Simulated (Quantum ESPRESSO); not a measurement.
Set up this calculation in Quantum ESPRESSO 7.5, as the native input.

| Item | Value |
| --- | --- |
| Task | relaxation of the atoms |
| Functional | PBE |
| Potentials or basis | SSSP 1.3 efficiency PBE |
| Cutoff | 748 eV |
| Density cutoff | 5987 eV |
| k mesh | 10 × 10 × 1 |
| Occupations | gaussian, width 0.02 eV |
| Spin | no spin polarisation |
| Mixing beta | 0.5 |
| Most SCF iterations | 120 |
| SCF threshold | 6e-10 Ry |
| Most ionic steps | 40 |
| Forc conv thr | 0.0004 Ry/bohr |
| Etot conv thr | 1e-05 Ry |
| Ion dynamics | bfgs |

WS2, a sheet with vacuum:

```
S W
1.0
     3.27912    0.00000    0.00000
    -1.63956    2.78519    0.00000
     0.00000    0.00000   21.14000
S W
2 1
Cartesian
  1.6396 0.9284 9.0000
  1.6396 0.9284 12.1400
  0.0000 1.8568 10.5700
```

The cell was built by a generator and needn't be a form met in nature.

One way to write it, as run:

pw.in

```
&CONTROL
  calculation = 'relax'
  prefix = 'pwscf'
  outdir = './tmp'
  pseudo_dir = './pseudo'
  tprnfor = .true.
  disk_io = 'low'
  nstep = 40
  forc_conv_thr = 0.0004
  etot_conv_thr = 1d-05
/
&SYSTEM
  ibrav = 0
  nat = 3
  ntyp = 2
  ecutwfc = 55
  ecutrho = 440
  nbnd = 20
  occupations = 'smearing'
  smearing = 'gaussian'
  degauss = 0.00146997
/
&ELECTRONS
  conv_thr = 6d-10
  electron_maxstep = 120
  mixing_beta = 0.5
/
&IONS
  ion_dynamics = 'bfgs'
/
ATOMIC_SPECIES
S     32.0600 s_pbe_v1.4.uspp.F.UPF
W    183.8400 W_pbe_v1.2.uspp.F.UPF
CELL_PARAMETERS angstrom
   3.2791200000    0.0000000000    0.0000000000
  -1.6395600000    2.7851896601    0.0000000000
   0.0000000000    0.0000000000   21.1400000000
ATOMIC_POSITIONS crystal
S      0.6666666667    0.3333333333    0.4257332072
W      0.3333333333    0.6666666667    0.5000000000
S      0.6666666667    0.3333333333    0.5742667928
K_POINTS automatic
10 10 1 0 0 0
```

Potentials or basis: SSSP 1.3 efficiency PBE.

Run with:

```bash
$ OMP_NUM_THREADS=1 pw.x -in pw.in > pw.out
```

It gave:

```
Energy gained by relaxing    : 2.2 meV/atom
Ionic steps                  : 5
Largest force after relaxing : 0.003 eV/Å
Band gap on the k mesh       : 1.54 eV, indirect (least direct gap 1.86 eV)
```

Caveat: spin-orbit coupling is left out, which moves the levels of the heavy elements.

Run time: 9.2 min on 1 thread of Intel(R) Xeon(R) Platinum 8375C CPU @ 2.90GHz (Ice Lake), with other jobs on the host, peak memory 1.4 GiB.
